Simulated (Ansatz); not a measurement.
Crystal: CuO.

```
Cu O
1.0
     3.28802    0.00000    0.00000
    -1.64401    2.84751    0.00000
     0.00000    0.00000    5.38502
Cu O
2 2
Direct
  0.66667 0.33333 0.00000
  0.33333 0.66667 0.50000
  0.66667 0.33333 0.62520
  0.33333 0.66667 0.12520
```

Measurements of this composition are mostly on another form, of space group No. 15.

```yaml
Program: Ansatz 0.2.0
Task: single point
Functional: PBE
Potentials_or_basis: Ansatz PAW
Cutoff: "420 eV (not typed: the program's choice for these potentials)"
k_mesh: 9 × 9 × 5
Occupations: fermi-dirac, width 0.05 eV
Spin: no spin polarisation
```

On this cell: pressure -9.1 GPa; largest force 0.074 eV/Å; band gap on the k mesh none (metal or under the smearing width).

The same run follows on a disturbed copy (atoms moved at random, drawn with an rms of 0.05 Å):

```xyz
4
Lattice="3.2880 0.0000 0.0000 -1.6440 2.8475 0.0000 0.0000 0.0000 5.3850" Properties=species:S:1:pos:R:3 pbc="T T T"
Cu    1.6715    0.9738    0.0016
Cu   -0.0310    1.8811    2.6629
O     1.5967    0.9837    3.3903
O     0.0367    1.9185    0.7107
```

What changes?

The energy (extrapolated to zero smearing) moves by +1.2 meV/atom; pressure -9.1 GPa; largest force 0.202 eV/Å; band gap on the k mesh none (metal or under the smearing width).

Forces in eV/Å, atoms in the order of the input:
```
Cu   0.003 -0.012 -0.136
Cu  -0.039  0.081  0.181
O    0.122 -0.089  0.075
O   -0.086  0.021 -0.119
```

Stress tensor (GPa, compression positive):
```
-9.68 -0.52  0.01
-0.52 -9.96 -0.12
 0.01 -0.12 -7.51
```

Caveats: the run has no spin polarisation, though such a crystal can be magnetic; semilocal functionals often make such compounds metallic where correlation or magnetic order opens a gap, which also shifts bond lengths.
